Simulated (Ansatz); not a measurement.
**Zirconium, diamond under PBE: structure, energy and stiffness**

The plan for zirconium in the diamond structure: relax it, solve it on a dense k-mesh, then scale the cell to 7 volumes from 88 to 112 % of the relaxed one and try a fit of the equation of state. The start is ferromagnetic. The k-meshes are 9×9×9 for the relaxation; 14×14×14 for the dense run; 10×10×10 for the volumes.

This is Zr in the diamond structure; at room conditions it is hcp.

Computed with Ansatz 0.2.0 (DFT PBE, plane waves (420 eV) with PAW, scalar-relativistic, unless a step says otherwise).

## 1. The starting structure

It takes space group Fd-3m (No. 227, cubic). The conventional cell has a = 6.312 Å, b = 6.312 Å, c = 6.312 Å, α = 90.00°, β = 90.00°, γ = 90.00°. Zr (site symmetry -43m) is surrounded by 4 Zr at 2.73 Å.

Coordinates:

```
CELL_PARAMETERS angstrom
0.00000 3.15581 3.15581
3.15581 0.00000 3.15581
3.15581 3.15581 0.00000
ATOMIC_POSITIONS crystal
Zr 0.12500 0.12500 0.12500
Zr 0.87500 0.87500 0.87500
```

The atoms start with moments of +1 ×2 μB.

## 2. Relaxation of the cell

input.yaml reads:

```yaml
crystal:
  lattice:
    - [0.0, 3.1558057739, 3.1558057739]
    - [3.1558057739, 0.0, 3.1558057739]
    - [3.1558057739, 3.1558057739, 0.0]
  atoms:
    - { symbol: Zr, position: [0.125, 0.125, 0.125], spin: 1.0 }
    - { symbol: Zr, position: [0.875, 0.875, 0.875], spin: 1.0 }
hamiltonian:
  xc: pbe
  pseudopotentials:
    kind: paw
    azcp:
      Zr: "pseudopotentials/Zr.paw.azcp"
basis:
  ecutwfc: 420
  fft_grid_basis: typed
kpoints:
  mp_grid: { grid: [9, 9, 9], shift: [0, 0, 0] }
magnetization:
  spin_polarized: true
scf:
  occupations: { method: fermi_dirac, width: 0.05 }
relax:
  max_steps: 60
  f_tol: 0.01
  cell: {}
```

Run with:

```
> ansatz run input.yaml --threads 2 --pin off --max-ram 6144MiB --backend cpu --events-out ev --progress --plain --runs-dir out
```

The runs that follow: Dense single point; Volume × 0.88; Volume × 0.92; Volume × 0.96; Volume × 1.0; Volume × 1.04; Volume × 1.08; Volume × 1.12.

What does the calculation give? Wanted: space group; conventional cell; volume; shortest distance; gap on the mesh; magnetic state; relative to hcp; V₀, B₀, B₀′.

As calculated:

```
                      quantity                                  value
space group (spins left aside)                        Fd-3m (No. 227)
             conventional cell                            a = 6.312 Å
                        volume                         31.429 Å³/atom
             shortest distance                                2.733 Å
               gap on the mesh           none (levels filled in part)
                magnetic state  ferromagnetic, up to 0.44 μB per atom
               relative to hcp                         +2387 meV/atom
                   V₀, B₀, B₀′            31.246 Å³/atom, 27 GPa, 8.4
```

From the guessed start the volume shrank by 0.0 % in 2 steps. It lies 2387 meV/atom above the element's reference form at the same level (hcp, from a run of its own), so it is far from stable. It ends ferromagnetic, with up to 0.44 μB per atom. No gap shows: it is a metal or semimetal at this level. B₀ comes out at 27 GPa. Relaxation kept the symmetry; phonons were not checked.
